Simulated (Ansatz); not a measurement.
Relaxation of Zn$_{4}$Sn$_{4}$P$_{8}$H

Level of theory: Ansatz 0.2.0, DFT PBE, scalar-relativistic, plane waves, PAW. (420 eV cutoff, 2×2×2 k-mesh, shifted by half a step, Gaussian smearing of 0.02 eV, no spin polarisation)

What was changed: H interstitial, charge +1, atoms relaxed.

In a supercell of 17 atoms the defect feels its periodic images.

Spin polarisation was left out.

Command:

```bash
ansatz run input.yaml --threads 4 --pin off --max-ram 8192MiB --backend cpu --events-out ev --progress --plain --runs-dir out
```

Input:

```yaml
crystal:
  lattice:
    - [2.8511725737, -2.8511725737, 5.716994044]
    - [2.8511725737, -2.8511725737, -5.716994044]
    - [5.7023451474, 5.7023451474, 0.0]
  atoms:
    - { symbol: Zn, position: [0.0, 0.5, 0.25] }
    - { symbol: Zn, position: [0.5, 0.0, 0.75] }
    - { symbol: Zn, position: [0.5, 0.5, 0.5] }
    - { symbol: Zn, position: [0.0, 0.0, 0.0] }
    - { symbol: Sn, position: [0.5, 0.0, 0.25] }
    - { symbol: Sn, position: [0.0, 0.5, 0.75] }
    - { symbol: Sn, position: [0.0, 0.0, 0.5] }
    - { symbol: Sn, position: [0.5, 0.5, 0.0] }
    - { symbol: P, position: [0.1138929909, 0.8638929909, 0.2388929909] }
    - { symbol: P, position: [0.6138929909, 0.3638929909, 0.7388929909] }
    - { symbol: P, position: [0.1138929909, 0.3638929909, 0.0111070091] }
    - { symbol: P, position: [0.6138929909, 0.8638929909, 0.5111070091] }
    - { symbol: P, position: [0.1361070091, 0.3861070091, 0.4888929909] }
    - { symbol: P, position: [0.6361070091, 0.8861070091, 0.9888929909] }
    - { symbol: P, position: [0.6361070091, 0.3861070091, 0.2611070091] }
    - { symbol: P, position: [0.1361070091, 0.8861070091, 0.7611070091] }
    - { symbol: H, position: [0.2867070601, 0.2426104711, 0.227172292] }
total_charge: 1
basis:
  ecutwfc: 420
  xc_grid: 2
kpoints:
  mp_grid: { grid: [2, 2, 2], shift: [0.5, 0.5, 0.5] }
hamiltonian:
  xc: pbe
scf:
  occupations: { method: gaussian, width: 0.02 }
output:
  forces: true
  stress: false
  eigenvalues: true
  write_density: true
  write_potential: true
  elf: true
  volumetric_format: npy
relax:
  adjacent_minimum: "off"
  f_tol: 0.02
  max_steps: 60
```

F is the free energy.

Steps:

| step | F − F(1) (eV) | largest force component (eV/Å) |
| --- | --- | --- |
| 1 | 0.0000 | 0.533 |
| 2 | -0.3048 | 0.958 |
| 3 | -0.8355 | 1.527 |
| 4 | -1.4706 | 0.462 |
| 5 | -1.6195 | 0.399 |
| 6 | -1.7023 | 0.462 |
| 7 | -1.7327 | 0.158 |
| 8 | -1.7353 | 0.350 |
| 9 | -1.8233 | 0.258 |
| 10 | -1.9046 | 0.259 |
| 11 | -1.9691 | 0.466 |
| 12 | -2.0014 | 0.566 |
| 13 | -2.0496 | 0.141 |
| 14 | -2.0537 | 0.089 |
| 15 | -2.0565 | 0.048 |
| 16 | -2.0565 | 0.033 |
| 17 | -2.0570 | 0.012 |

Relaxed structure:

```yaml
crystal:
  lattice:
    - [2.85117, -2.85117, 5.71699]
    - [2.85117, -2.85117, -5.71699]
    - [5.70235, 5.70235, 0.00000]
  atoms:
    - { symbol: Zn, position: [0.00355, 0.50025, 0.24499] }
    - { symbol: Zn, position: [0.47982, 0.98812, 0.74068] }
    - { symbol: Zn, position: [0.46399, 0.52626, 0.54670] }
    - { symbol: Zn, position: [0.98402, 0.99015, 0.99105] }
    - { symbol: Sn, position: [0.47943, 0.96732, 0.23188] }
    - { symbol: Sn, position: [0.98252, 0.49315, 0.74620] }
    - { symbol: Sn, position: [0.99392, 0.99143, 0.49465] }
    - { symbol: Sn, position: [0.47735, 0.48768, 0.98147] }
    - { symbol: P, position: [0.09651, 0.85758, 0.22932] }
    - { symbol: P, position: [0.59868, 0.34904, 0.73072] }
    - { symbol: P, position: [0.09530, 0.35285, 0.00475] }
    - { symbol: P, position: [0.60778, 0.87120, 0.50164] }
    - { symbol: P, position: [0.11730, 0.37831, 0.48578] }
    - { symbol: P, position: [0.62194, 0.87017, 0.97186] }
    - { symbol: P, position: [0.63966, 0.35320, 0.21630] }
    - { symbol: P, position: [0.12053, 0.87698, 0.75649] }
    - { symbol: H, position: [0.52440, 0.38892, 0.35269] }
```

The run converged. The run took 51 s on 4 threads of INTEL(R) XEON(R) PLATINUM 8581C CPU @ 2.30GHz (Emerald Rapids) (shared host), peak memory 1 GiB.